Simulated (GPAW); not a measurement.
Crystal: Sn.

```
Sn
1.0
     0.00000    3.23334    3.23334
     3.23334    0.00000    3.23334
     3.23334    3.23334    0.00000
Sn
2
Direct
  0.75000 0.75000 0.75000
  0.50000 0.50000 0.50000
```

This isn't the form of Sn at room conditions, which is tetragonal (white tin).

```yaml
Program: GPAW 26.7.0
Task: relaxation of cell and atoms
Functional: PBEsol
Potentials_or_basis: PAW data sets generated in the run's folder for this functional
Cutoff: 600 eV
Basis: pw
k_mesh: 7 × 7 × 7
Occupations: fermi-dirac, width 0.05 eV
Spin: no spin polarisation
```

At the start: pressure 1.3 GPa; volume 33.80 Å³/atom.

**Question.** How do energy, volume and symmetry change on relaxing?

**Answer.** Over 3 steps the energy falls by 3.7 meV/atom and the volume is 34.74 Å³/atom (+2.8 %); space group Fd-3m (No. 227, to 0.05 Å).

The path:
```
step  energy change (eV)  largest force (eV/Å)  pressure (GPa)  volume (Å³)
   1              0.0000                0.0000            1.27        67.61
   2             -0.0028                0.0000            1.00        68.00
   3             -0.0074                0.0000            0.04        69.47
```

Final structure:
```xyz
2
Lattice="0.0000 3.2628 3.2628 3.2628 0.0000 3.2628 3.2628 3.2628 0.0000" Properties=species:S:1:pos:R:3 pbc="T T T"
Sn    4.8942    4.8942    4.8942
Sn    3.2628    3.2628    3.2628
```

Caveat: later steps reuse the first step's grids.
